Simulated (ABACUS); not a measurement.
**Ni: equation of state with BLYP**

The system is Ni.

```
Ni
1.0
     0.00000    1.73757    1.73757
     1.73757    0.00000    1.73757
     1.73757    1.73757    0.00000
Ni
1
Cartesian
  0.0000 0.0000 0.0000
```

```yaml
Program: ABACUS 3.10.1
Task: equation of state
Functional: BLYP
Potentials_or_basis: PseudoDojo NC SR 0.5 PBE stringent
Cutoff: 1429 eV
Density_cutoff: 5714 eV
Basis: DZP LCAO (the cutoffs set its grid)
k_mesh: 12 × 12 × 12
Occupations: fermi-dirac, width 0.05 eV
Spin: collinear spin, ferromagnetic start
Starting_moments: "[1.0] μB"
```

* Equilibrium volume: outside the volumes run

Energy against volume, from the lowest point:
```tsv
volume (Å³/atom)	energy (meV/atom)
9.862	154.13
10.282	69.40
10.702	22.93
11.122	0.00
```

All runs of the series together: 94 s on 4 threads of Intel(R) Xeon(R) Platinum 8259CL CPU @ 2.50GHz (Skylake/Cascade Lake), on a shared host.

Caveat: the atomic orbitals were generated for these runs and aren't a published set; the potentials were made for another functional, which shifts forces and pressure; the basis of atomic orbitals isn't converged, which shifts pressures, moduli and gaps.
